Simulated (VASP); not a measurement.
A run of VASP 6.6.1 is set up as follows.

Contents of INCAR:

```
PREC = Accurate
ENCUT = 500
EDIFF = 1E-7
ISMEAR = 0
SIGMA = 0.02
LREAL = F
LASPH = T
NELM = 60
ALGO = Normal
ISIF = 2
LWAVE = F
LCHARG = F
GGA = PE
NBANDS = 16
```

File KPOINTS:

```
regular mesh
0
Gamma
  5 5 5
```

The input POSCAR:

```
CdS
1.0
    0.0000000000      2.7532440000      2.7532440000
    2.7532440000      0.0000000000      2.7532440000
    2.7532440000      2.7532440000      0.0000000000
Cd S
1 1
Direct
    0.0000000000      0.0000000000      0.0000000000
    0.5000000000      0.5000000000      0.5000000000
```

Potentials or basis: VASP PAW PBE potentials, release 64 (Cd_GW, S_GW).

Command:

```bash
$ cat potpaw_PBE.64/Cd_GW/POTCAR potpaw_PBE.64/S_GW/POTCAR > POTCAR
$ mpirun -np 1 vasp_std > vasp.out
```

Question: Predict the pressure.

Answer: -0.4 GPa.

Question: What does it give for the band gap on the k mesh?

Answer: 0.75 eV, indirect (least direct gap 1.54 eV).

Caveat: an odd mesh through Γ misses points on the zone boundary, where band edges often lie.
